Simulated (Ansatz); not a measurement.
Level of theory: Ansatz, DFT, RPBE, plane waves (420 eV) with PAW, scalar-relativistic. The PAW files were generated under PBE, with cores re-solved for the functional.

An element in the fcc structure gives this curve. The cell is scaled uniformly from the relaxed one, with fractional coordinates and shape fixed. Energies are extrapolated to zero smearing, pressures are those at the given smearing. Magnetic state: spin not included.

```json
{"V (Å³/atom)": "12.866", "E − E₀ (meV/atom)": "70.9", "P (GPa)": "14.20"}
{"V (Å³/atom)": "13.451", "E − E₀ (meV/atom)": "29.6", "P (GPa)": "8.61"}
{"V (Å³/atom)": "14.036", "E − E₀ (meV/atom)": "7.0", "P (GPa)": "4.00"}
{"V (Å³/atom)": "14.620", "E − E₀ (meV/atom)": "-0.1", "P (GPa)": "0.24"}
{"V (Å³/atom)": "15.205", "E − E₀ (meV/atom)": "5.3", "P (GPa)": "-2.79"}
{"V (Å³/atom)": "15.790", "E − E₀ (meV/atom)": "20.6", "P (GPa)": "-5.19"}
{"V (Å³/atom)": "16.375", "E − E₀ (meV/atom)": "43.6", "P (GPa)": "-7.07"}
```

Problem. Which element is it?
A. molybdenum
B. silicon
C. tungsten
D. ruthenium

Solution. B. Its fit is V₀ = 14.64 Å³/atom, B₀ = 83 GPa, B₀′ = 4.5.
